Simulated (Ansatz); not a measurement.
**Bi2TeSe2 (Skippenite) in Ansatz: the effect of target pressure**

Bi2TeSe2 (Skippenite):

```xyz
5
Lattice="2.0915 1.2075 9.7123 -2.0915 1.2075 9.7123 0.0000 -2.4151 9.7123" Properties=species:S:1:pos:R:3 pbc="T T T"
Bi    0.0000    0.0000   17.5387
Bi    0.0000    0.0000   11.5983
Te    0.0000    0.0000    0.0000
Se    0.0000    0.0000   22.9716
Se    0.0000    0.0000    6.1654
```

Alike in all runs:

| Item | Value |
| --- | --- |
| Program | Ansatz 0.2.0 |
| Task | relaxation of cell and atoms |
| Functional | PBEsol |
| Potentials or basis | Ansatz PAW |
| Cutoff | 420 eV (not typed: the program's choice for these potentials) |
| k mesh | 7 × 7 × 7 |
| Occupations | fermi-dirac, width 0.05 eV |
| Spin | no spin polarisation |

Each run relaxes the cell or the atoms first.

| target pressure | relaxed volume (Å³/atom) | gap on the mesh (eV) |
| --- | --- | --- |
| 0 GPa | ? | ? |
| 2 GPa | 28.47 | 0.44 |
| 5 GPa | 27.11 | 0.42 |
| 10 GPa | 25.50 | 0.42 |
| 20 GPa | 23.26 | none |
| 30 GPa | 20.67 | none |

Task: What does the run with target pressure 0 GPa give?

Result: Relaxed volume 29.83 Å³/atom; gap on the mesh 0.50 eV.

Worked out: A parabola through the other rows of the relaxed volume, of slope -0.347 Å³/atom per GPa there, extrapolates to 28.94 Å³/atom, against the run's 29.83. The fit is too stiff a form for this range.

Caveats: the plane-wave basis is chosen anew once the cell has moved, so the energies of steps on either side of that aren't comparable; the PAW data sets come from PBE, with cores solved anew for the run's functional, which leaves a small shift of forces and pressure; odd divisions of the mesh miss points on the zone boundary, where band edges often lie, so the gap on the mesh can be too wide (some runs); spin-orbit coupling is left out, which as a rule narrows the gap of such compounds by several tenths of an eV (some runs); the volume moved by over 15 % at a fixed basis, so the end points are rough (some runs); spin-orbit coupling is left out, which moves the levels of the heavy elements (some runs).

A k mesh can miss the band edges.

A gap of «none» marks a metal or a gap under the smearing width.
